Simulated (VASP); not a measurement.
WC:

```xyz
2
Lattice="2.9005 0.0000 0.0000 -1.4503 2.5119 0.0000 0.0000 0.0000 2.8290" Properties=species:S:1:pos:R:3 pbc="T T T"
W     0.0000    0.0000    0.0000
C     1.4503    0.8373    1.4145
```

Base run:

| Quantity | Value |
| --- | --- |
| Program | VASP 6.6.1 |
| Functional | PBEsol |
| Potentials or basis | VASP PAW PBE potentials, release 64 (W_sv, C) |
| Cutoff | 520 eV |
| k mesh | 14 × 14 × 13 |
| Occupations | fermi-dirac, width 0.05 eV |
| Spin | no spin polarisation |

Its results: band gap on the k mesh none (metal or under the smearing width); pressure 0.6 GPa.

**Question.** The run is repeated on the same cell with these changes: functional from PBEsol to LDA; potentials or basis from VASP PAW PBE potentials, release 64 (W_sv, C) to VASP PAW LDA potentials, release 64 (W_sv, C). What comes out?

**Answer.** Band gap on the k mesh none (metal or under the smearing width); pressure -4.6 GPa.

Caveats: the PAW data sets were made with another functional, which shifts forces and pressure a little (some runs).
